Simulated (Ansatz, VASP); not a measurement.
C in VASP and in Ansatz

INCAR

```
SYSTEM = C
ALGO = Normal
EDIFF = 1E-7
ENCUT = 520
GGA = CA
ISIF = 2
ISMEAR = -1
LASPH = .TRUE.
LCHARG = .FALSE.
LREAL = .FALSE.
LWAVE = .FALSE.
NBANDS = 21
NELM = 60
PREC = Accurate
SIGMA = 0.02
```

KPOINTS

```
k-points
0
G
  14 14 5
  0 0 0
```

The input POSCAR:

```
C
1.0
    0.0000000000      1.7658614237     -1.7658614237
   -1.7658614237      0.0000000000      1.7658614237
    3.5317228474      3.5317228474      3.5317228474
C
6
Direct
    0.3333333330      0.6666666670      0.2083333330
    0.6666666670      0.3333333330      0.5416666670
    0.0000000000      0.0000000000      0.8750000000
    0.0000000000      0.0000000000      0.1250000000
    0.3333333330      0.6666666670      0.4583333330
    0.6666666670      0.3333333330      0.7916666670
```

Input for Ansatz:

```yaml
crystal:
  lattice:
    - [0.0, 1.7658614237, -1.7658614237]
    - [-1.7658614237, 0.0, 1.7658614237]
    - [3.5317228474, 3.5317228474, 3.5317228474]
  atoms:
    - { symbol: C, position: [0.333333333, 0.666666667, 0.208333333] }
    - { symbol: C, position: [0.666666667, 0.333333333, 0.541666667] }
    - { symbol: C, position: [0.0, 0.0, 0.875] }
    - { symbol: C, position: [0.0, 0.0, 0.125] }
    - { symbol: C, position: [0.333333333, 0.666666667, 0.458333333] }
    - { symbol: C, position: [0.666666667, 0.333333333, 0.791666667] }
kpoints:
  mp_grid: { grid: [14, 14, 5] }
scf:
  occupations: { method: fermi_dirac, width: 0.02 }
hamiltonian:
  xc: lda
  pseudopotentials: { kind: all_electron, lapw: { basis_error: 0.001 } }
output:
  forces: true
  stress: true
  eigenvalues: true
```

Alike in both runs: task single point; functional LDA; k mesh 14 × 14 × 5; occupations fermi-dirac, width 0.02 eV; no spin polarisation.

|  | VASP | Ansatz |
| --- | --- | --- |
| version | VASP 6.6.1 | Ansatz 0.2.0 |
| potentials or method | VASP PAW LDA potentials, release 64 (C) | all-electron LAPW, scalar-relativistic |
| plane-wave cutoff (eV) | 520 | see its input |

VASP gave:

| Property | Result |
| --- | --- |
| gap on the k mesh at the Fermi level (eV) | 4.24 |
| pressure (GPa) | 1.6 |

Q: Estimate Ansatz's values.

A: gap on the k mesh at the Fermi level (eV): 4.24; pressure (GPa): 0.1.

Ansatz ran all-electron here, so the differences hold the error of VASP's frozen core and of both bases.

Caveats: an odd mesh through Γ misses points on the zone boundary, where band edges often lie.
